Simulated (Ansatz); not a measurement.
# ZnCu: the cost of one run

Computed with Ansatz 0.2.0 (DFT PBEsol, scalar-relativistic, plane waves, PAW, unless a step's input says otherwise).

## (1) The structure to begin with

The structure is cubic, space group Pm-3m (No. 221). Conventional cell: a = 2.945 Å, b = 2.945 Å, c = 2.945 Å, α = 90.00°, β = 90.00°, γ = 90.00°. Around Zn (site symmetry m-3m) lie 8 Cu at 2.55 Å. Around Cu (site symmetry m-3m) lie 8 Zn at 2.55 Å.

Coordinates:

```
Zn Cu
1.0
     2.94500    0.00000    0.00000
     0.00000    2.94500    0.00000
     0.00000    0.00000    2.94500
Zn Cu
1 1
Direct
  0.50000 0.50000 0.50000
  0.00000 0.00000 0.00000
```

The structure comes from the Crystallography Open Database.

(A quick probe on a coarse mesh, which set the mesh and smearing, is not shown.)

## (3) The relaxation

File input.yaml:

```yaml
crystal:
  lattice:
    - [2.945, 0.0, 0.0]
    - [0.0, 2.945, 0.0]
    - [0.0, 0.0, 2.945]
  atoms:
    - { symbol: Zn, position: [0.5, 0.5, 0.5] }
    - { symbol: Cu, position: [0.0, 0.0, 0.0] }
basis:
  ecutwfc: 420
kpoints:
  mp_grid: { grid: [14, 14, 14] }
hamiltonian:
  xc: pbesol
scf:
  occupations: { method: gaussian, width: 0.1 }
output:
  forces: true
  stress: true
  eigenvalues: true
relax:
  adjacent_minimum: "off"
  f_tol: 0.005
  max_steps: 80
  cell: { stress_tol: 0.05 }
```

The run is started by

```
> ansatz run input.yaml --threads 1 --pin off --max-ram 2560MiB --backend cpu --events-out ev --progress --plain --runs-dir out
```

**Question.** How long does this run take on 1 thread of Arm Neoverse V1, shared host, and how much memory does it need?

About 19 s, with a peak of 0.36 GiB.
